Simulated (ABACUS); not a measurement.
**Na2S under changes of volume**

One of the cells (23.385 Å³/atom); the others are scaled copies at fixed shape and fractional positions:

```
S Na
1.0
     0.00000    3.27350    3.27350
     3.27350    0.00000    3.27350
     3.27350    3.27350    0.00000
S Na
1 2
Direct
  0.00000 0.00000 0.00000
  0.75000 0.75000 0.75000
  0.25000 0.25000 0.25000
```

```yaml
Program: ABACUS 3.10.1
Functional: PBEsol
Potentials_or_basis: PseudoDojo NC SR 0.4.1 PBEsol standard
Cutoff: 1211 eV
Density_cutoff: 4844 eV
Basis: plane waves
k_mesh: 7 × 7 × 7
Occupations: fermi-dirac, width 0.05 eV
Spin: no spin polarisation
```

| volume (Å³/atom) | energy over the lowest point (meV/atom) | pressure (GPa) | gap on the mesh (eV) |
| --- | --- | --- | --- |
| 21.982 | ? | ? | ? |
| 22.450 | 0.94 | 0.6 | 2.49 |
| 22.918 | 0.00 | 0.0 | 2.42 |
| 23.385 | 0.82 | -0.6 | 2.36 |
| 23.853 | 3.21 | -1.1 | 2.30 |
| 24.321 | 7.03 | -1.5 | 2.24 |
| 24.789 | 12.11 | -1.9 | 2.18 |

Question: What does the run at 21.982 Å³/atom give?

Answer: Energy over the lowest point 3.84 meV/atom; pressure 1.4 GPa; gap on the mesh 2.56 eV.

Worked out: A Birch-Murnaghan fit of order 3 (a polynomial in V^(-2/3)) to the other rows has its minimum at 22.92 Å³/atom with B0 = V·E''(V) = 29 GPa and B' = 4.3. It gives 3.84 meV/atom at 21.982 Å³/atom, against the run's 3.84, and -dE/dV = 1.4 GPa, against 1.4. A straight line through the other rows of the gap, of slope -3.1 eV per unit of ln V (its deformation potential), extrapolates to 2.55 eV, against the run's 2.56.

Energies are extrapolated to zero smearing.
